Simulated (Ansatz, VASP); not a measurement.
**Na in VASP and in Ansatz**

```
CELL_PARAMETERS angstrom
-2.09856 2.09856 2.09856
2.09856 -2.09856 2.09856
2.09856 2.09856 -2.09856
ATOMIC_POSITIONS crystal
Na 0.00000 0.00000 0.00000
```

Alike in both runs: task single point; functional PBE; k mesh 11 × 11 × 11; no spin polarisation.

|  | VASP | Ansatz |
| --- | --- | --- |
| version | VASP 6.6.1 | Ansatz 0.2.0 |
| potentials or method | VASP PAW PBE potentials, release 64 (Na_pv) | plane waves (420 eV) with PAW, scalar-relativistic |
| plane-wave cutoff (eV) | 520 | 420 |
| occupations | methfessel-paxton of order 1, width 0.2 eV | cold, width 0.2 eV |
| valence electrons in the cell | 7 | 9 |

|  | VASP | Ansatz | Ansatz less VASP |
| --- | --- | --- | --- |
| pressure (GPa) | 0.0 | 0.0 | +0.03 |

The two sets of potentials don't hold the same shells in valence.
